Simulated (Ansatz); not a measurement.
The system is ZrS2.

```
CELL_PARAMETERS angstrom
3.69138 0.00000 0.00000
-1.84569 3.19683 0.00000
0.00000 0.00000 6.04108
ATOMIC_POSITIONS crystal
Zr 0.00000 0.00000 0.00000
S 0.33333 0.66667 0.23791
S 0.66667 0.33333 0.76209
```

The cell is a database's computed one.

```yaml
Program: Ansatz 0.2.0
Task: single point
Functional: PBEsol
Potentials_or_basis: all-electron LAPW, scalar-relativistic
Cutoff: 218 eV (chosen from the basis error)
Basis_error_allowed: 0.001 eV/atom
k_mesh: 8 × 8 × 5
Occupations: fermi-dirac, width 0.05 eV
Spin: no spin polarisation
```

On this cell: pressure -2.5 GPa; largest force 0.150 eV/Å; band gap on the k mesh 0.98 eV, indirect (least direct gap 1.58 eV).

The same run follows on a disturbed copy (atoms moved at random, drawn with an rms of 0.05 Å):

```
Zr S
1.0
     3.69138    0.00000    0.00000
    -1.84569    3.19683    0.00000
     0.00000    0.00000    6.04108
Zr S
1 2
Direct
  0.00233 0.00147 0.00065
  0.32714 0.66818 0.24361
  0.67227 0.34663 0.75504
```

What does the disturbed cell give?

The energy moves by +10.4 meV/atom; pressure -4.4 GPa; largest force 0.610 eV/Å; band gap on the k mesh 0.88 eV, indirect (least direct gap 1.55 eV).

Forces on the atoms (eV/Å):
```
Zr  -0.040  0.043 -0.100
S    0.091  0.094 -0.492
S   -0.050 -0.137  0.592
```

Stress tensor (GPa, compression positive):
```
-4.78 -0.14  0.46
-0.14 -4.40  0.75
 0.46  0.75 -3.90
```

Caveats: an odd mesh through Γ misses points on the zone boundary, where band edges often lie; this functional lacks dispersion, which binds the layers, so the pressure and a relaxed spacing across them are unreliable (some runs).
